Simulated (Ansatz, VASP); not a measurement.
**Two plane-wave programs on As**

```
CELL_PARAMETERS angstrom
3.75000 0.00000 0.00000
-1.87500 3.24760 0.00000
0.00000 0.00000 28.57424
ATOMIC_POSITIONS crystal
As 0.33333 0.66667 0.48952
As 0.66667 0.33333 0.51048
```

Alike in both runs: task single point; functional PBE; dispersion D3(BJ); k mesh 9 × 9 × 1; occupations gaussian, width 0.02 eV; no spin polarisation.

|  | VASP | Ansatz |
| --- | --- | --- |
| version | VASP 6.6.1 | Ansatz 0.2.0 |
| potentials or method | VASP PAW PBE potentials, release 64 (As) | scalar-relativistic, plane waves, PAW |
| plane-wave cutoff (eV) | 520 | 420 |
| valence electrons in the cell | 10 | 30 |

|  | VASP | Ansatz | Ansatz less VASP |
| --- | --- | --- | --- |
| gap on the k mesh at the Fermi level (eV) | none | none | - |
| rms of the force components (eV/Å) | 2.012 | 2.007 | -0.0043 |
| work function, face that differs most (eV) | 4.18 | 4.19 | +0.013 |

Atom by atom the forces differ by 0.004 eV/Å (rms over components). A gap of «none» marks a metal or a gap that the smearing closes. The functional is the same, so the differences come from potentials, cutoffs and numerics. The two sets of potentials don't hold the same shells in valence.
